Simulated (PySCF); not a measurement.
Match each property card to its molecule.

Structures:
1. `O([SiH2]OC(C)=O)[SiH3]` (C2H8O3Si2)
2. `OCCO` (C2H6O2)
3. `C=C[Si@@H](NC=O)C(C)C` (C6H13NOSi)
4. `CC(N(C)C)C` (C5H13N)
5. `CC[NH][GeH2][GeH2][GeH3]` (C2H13Ge3N)

Card P (geometry PBE0-D3(BJ)/def2-SVP):
- Rotational constants A, B, C: 1.811, 0.980, 0.722 GHz
- Static isotropic polarisability (PBE0/def2-SVPD): 109.8 au
- Lowest singlet excitation (TDDFT PBE0/def2-SVPD): 5.53 eV (224 nm, f = 0.001)
- 13C chemical shifts (computed TMS as zero) by class (GIAO PBE0/pcSseg-1): 166.7 (1 C), 145.4 (1 C), 143.2 (1 C), 19.6 (1 C), 18.1 (1 C), 13.5 (1 C) ppm
- Vertical ionisation energy (ΔSCF PBE0/def2-SVPD): 9.26 eV
- Core binding energies (ΔSCF SCAN, pcX-2 on the ionised atom, pcseg-1 elsewhere, spin-free X2C, 2p3/2 from a spin–orbit splitting computed afterwards within the 2p shell): Si2p3/2 106.6, C1s 289.9, C1s 290.2, C1s 290.3, C1s 290.6, C1s 290.7, C1s 293.6, N1s 405.2, O1s 537.0, Si1s 1846.5 eV

Card Q (geometry PBE0-D3(BJ)/def2-SVP):
- Rotational constants A, B, C: 2.288, 0.410, 0.359 GHz
- Static isotropic polarisability (PBE0/def2-SVPD): 140.2 au
- 13C chemical shifts (computed TMS as zero) by class (GIAO PBE0/pcSseg-1): 45.0 (1 C), 23.4 (1 C) ppm
- Strongest line among the 10 lowest singlet transitions (TDDFT PBE0/def2-SVPD): S3 at 5.71 eV (217 nm, f = 0.181)
- Lowest singlet excitation (TDDFT PBE0/def2-SVPD): 5.06 eV (245 nm, f = 0.112)
- HOMO energy (PBE0/def2-SVPD): -6.39 eV
- Dipole moment (PBE0/def2-SVPD): 1.01 D

Card R (geometry PBE0-D3(BJ)/def2-SVP):
* Rotational constants A, B, C: 4.486, 2.700, 2.381 GHz
* Static isotropic polarisability (PBE0/def2-SVPD): 73.0 au
* Lowest singlet excitation (TDDFT PBE0/def2-SVPD): 5.46 eV (227 nm, f = 0.005)
* Largest of the computed one-bond spin–spin couplings (means over like bonds) (B3LYP/pcJ-1, spin–dipole term left out for some pairs): 13C–1H +137.3 (×6), 13C–1H +136.9, 13C–1H +131.8 (×6), 13C–13C +38.3 (×2), 15N–13C -6.7 (×2), 15N–13C -6.5 Hz
* HOMO energy (PBE0/def2-SVPD): -5.89 eV
* 13C chemical shifts (computed TMS as zero) by class (GIAO PBE0/pcSseg-1): 55.1 (1 C), 39.4 (2 C), 17.0 (2 C) ppm
* Isotropic shieldings of nuclei other than C and H, by class (GIAO PBE0/pcSseg-1): 228 (1 N) ppm

Card S (geometry PBE0-D3(BJ)/def2-SVP):
* Rotational constants A, B, C: 15.339, 5.854, 4.767 GHz
* Static isotropic polarisability (PBE0/def2-SVPD): 37.1 au
* Lowest triplet excitation (Tamm–Dancoff) (TDA PBE0/def2-SVPD): 6.80 eV
* 13C chemical shifts (computed TMS as zero) by class (GIAO PBE0/pcSseg-1): 65.0 (2 C) ppm
* Isotropic shieldings of nuclei other than C and H, by class (GIAO PBE0/pcSseg-1): 315 (2 O) ppm

Card T (geometry PBE0-D3(BJ)/def2-SVP):
- Rotational constants A, B, C: 5.774, 0.702, 0.638 GHz
- Static isotropic polarisability (CAM-B3LYP/def2-SVPD): 84.8 au
- Lowest triplet excitation (Tamm–Dancoff) (TDA CAM-B3LYP/def2-SVPD): 5.37 eV
- 13C chemical shifts (computed TMS as zero) by class (GIAO KT3/pcSseg-1): 164.4 (1 C), 21.2 (1 C) ppm
- Dipole moment (CAM-B3LYP/def2-SVPD): 1.77 D
- Lowest singlet excitation (TDDFT CAM-B3LYP/def2-SVPD): 5.87 eV (211 nm, f = 0.001)

All species are isolated and taken at one optimised geometry, non-relativistic unless stated. Electronic properties by PySCF. NMR classes are plain means over equivalent atoms (diastereotopic ones count apart unless rotation or inversion swaps them), as if these changed places fast.

Which card belongs to which structure?

P = 3, Q = 5, R = 4, S = 2, T = 1. What ties each card to its structure:
- 1 (card T), C2H8O3Si2, monoisotopic mass 136.0 u, 7 heavy atoms: 2 C in 2 classes; the least shielded carbon (164.4 ppm) is a carbonyl carbon; an asymmetric top with C = 0.638 GHz; polarisability 84.8 au for 72 electrons; dipole 1.77 D.
- 2 (card S), C2H6O2, monoisotopic mass 62.0 u, 4 heavy atoms: 2 C in 1 class; an asymmetric top with C = 4.767 GHz, the highest such constant on the cards; polarisability 37.1 au for 34 electrons.
- 3 (card P), C6H13NOSi, monoisotopic mass 143.1 u, 9 heavy atoms: 6 C in 6 classes; core lines of C, N, O and Si; the least shielded carbon (166.7 ppm) is an amide carbonyl carbon; an asymmetric top with C = 0.722 GHz; polarisability 109.8 au for 78 electrons.
- 4 (card R), C5H13N, monoisotopic mass 87.1 u, 6 heavy atoms: 5 C in 3 classes; the least shielded carbon (55.1 ppm) is an sp3 carbon bound to nitrogen; an asymmetric top with C = 2.381 GHz; polarisability 73.0 au for 50 electrons.
- 5 (card Q), C2H13Ge3N, monoisotopic mass 272.9 u, 6 heavy atoms: 2 C in 2 classes; the least shielded carbon (45.0 ppm) is an sp3 carbon bound to nitrogen; an asymmetric top with C = 0.359 GHz, the lowest such constant on the cards; polarisability 140.2 au for 128 electrons; dipole 1.01 D.
